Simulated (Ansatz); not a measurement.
# BN: a workflow

Level of theory: DFT, PBE, scalar-relativistic, no spin polarisation; plane waves to 420 eV with PAW datasets (Ansatz 0.2.0), 16×16×4 k-mesh, Gaussian smearing of 0.05 eV. The datasets are Ansatz's generated set soft_2.

The chain of runs began from a cell as deposited in COD, expanded in volume. The relaxation kept the space group but changed the cell's proportions, one axis by 16 % at equal volume, so the results may not describe the measured structure. The database's entry of this formula in the relaxed cell's space group, P6_3/mmc, has axes of 2.540 × 2.540 × 6.598 Å and 9.22 Å³/atom (2007), the relaxed one 2.512 × 2.512 × 8.387 Å and 11.46.

The first cell:

```
B N
1.0
     2.51231    0.00000    0.00000
    -1.25616    2.17572    0.00000
     0.00000    0.00000    6.68333
B N
2 2
Direct
  0.33333 0.66667 0.25000
  0.66667 0.33333 0.75000
  0.33333 0.66667 0.75000
  0.66667 0.33333 0.25000
```

The steps in volume:

```csv
run,level,k-mesh,kind,V (Å³/atom),P (GPa),E − E(final) (meV/atom),gap on the mesh (eV)
1,PBE,16×16×6,cell and atoms relaxed,11.46,0.0,0.0,4.42
2,PBE,16×16×4,cell and atoms relaxed,11.46,0.0,0.0,4.42
```

Cell and atoms are those of this level's equilibrium.

The final structure (symmetry read at 0.01 Å). Symmetry: P6_3/mmc, No. 194, hexagonal system. Conventional cell: a = 2.512 Å, b = 2.512 Å, c = 8.387 Å, α = 90.00°, β = 90.00°, γ = 120.00°. Around B (site symmetry -6m2) lie 3 N at 1.45 Å. Around N (site symmetry -6m2) lie 3 B at 1.45 Å. (Neighbours are counted to 15 % beyond the shortest distance.)

At the final geometry the gap, band path included, is 4.39 eV. Against the elements' standard states, run alike and uncorrected, the formation energy is -1.25 eV/atom. The runs in the table took roughly 1.6 core-minutes.

**Reading the result.**

Within 0.6 eV of the edges the projected states are 93 % N 2p at the top of the valence band and 88 % B 2p at the bottom of the conduction band. The lowest excitation takes an electron from N back to B, as in ionic insulators.

Kohn–Sham gaps of semilocal functionals lie under measured ones, often by a third or more. The structure is built of weakly bound layers, and this functional has no dispersion term, so their spacing and all that hangs on it (volume, the soft elastic constants, low modes, dielectric constants) are poorly given.
